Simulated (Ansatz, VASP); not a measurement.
**One calculation of Mg, two programs**

```
Mg
1.0
     3.20930    0.00000    0.00000
    -1.60465    2.77934    0.00000
     0.00000    0.00000    5.21030
Mg
2
Direct
  0.66667 0.33333 0.75000
  0.33333 0.66667 0.25000
```

Alike in both runs: task band structure; functional HSE03; k mesh 5 × 5 × 3; occupations fermi-dirac, width 0.05 eV; no spin polarisation.

```csv
,VASP,Ansatz
version,VASP 6.6.1,Ansatz 0.2.0
potentials or method,"VASP PAW PBE potentials, release 64 (Mg)",Ansatz PAW
plane-wave cutoff (eV),520,420
valence electrons in the cell,4,20
```

Ansatz gave:

```
gap on the k mesh at the Fermi level (eV)       : none
pressure (GPa)                                  : -0.4
largest component of the traceless stress (GPa) : 0.49
```

Question: Which values does VASP return?

Answer: gap on the k mesh at the Fermi level (eV): none; pressure (GPa): -0.6; largest component of the traceless stress (GPa): 0.48.

A gap of «none» marks a metal or a gap that the smearing closes. The two sets of potentials don't hold the same shells in valence.

Caveats: the k mesh is coarse (spacing up to 0.45 Å⁻¹), so the values aren't converged, least of all with exact exchange; the PAW data sets were made with another functional, which shifts forces and pressure a little (VASP); the PAW data sets come from PBE, with cores solved anew for the run's functional, which leaves a small shift of forces and pressure (Ansatz); the thresholds are loose for stress (Ansatz).
